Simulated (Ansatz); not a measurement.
## Cs: from a trial structure to a relaxed crystal

These are results of DFT r2SCAN, scalar-relativistic, plane waves, PAW (Ansatz), not measurements. Cutoff 500 eV, Γ-centred k mesh, Gaussian smearing, no spin polarisation in the final step.

The start puts Cs on the trigonal selenium structure type (P3_121, No. 152), at a guessed volume.

```xyz
3
Lattice="7.2648 0.0000 0.0000 -3.6324 6.2915 0.0000 0.0000 0.0000 8.2421" Properties=species:S:1:pos:R:3 pbc="T T T"
Cs    1.6375    0.0000    2.7474
Cs   -0.8187    1.4181    5.4948
Cs    2.8136    4.8734    0.0000
```

Cell and atoms relax at zero pressure; the relaxation can't lower the symmetry of the start. After a coarse first stage the cell is made exact in the group found at 0.06 Å.

**Question.** Which crystal results?

**Answer.** It ends in Im-3m (No. 229). The result has the bcc structure. Conventional cell: a = 6.269 Å. Cs has 8 Cs at 5.43 Å and 6 Cs at 6.27 Å.

```xyz
1
Lattice="-3.1347 3.1347 3.1347 3.1347 -3.1347 3.1347 3.1347 3.1347 -3.1347" Properties=species:S:1:pos:R:3 pbc="T T T"
Cs    0.0000    0.0000    0.0000
```

**Question.** What are its volume, density and gap?

**Answer.** The volume per atom is 123.21 Å³. The density is 1.79 g/cm³ and the gap on the 12×12×12 mesh is 0 eV (a metal).

The final run used a 12×12×12 mesh on its 1-atom cell and 0.10 eV smearing. A structure relaxed within its symmetry needn't be a true minimum.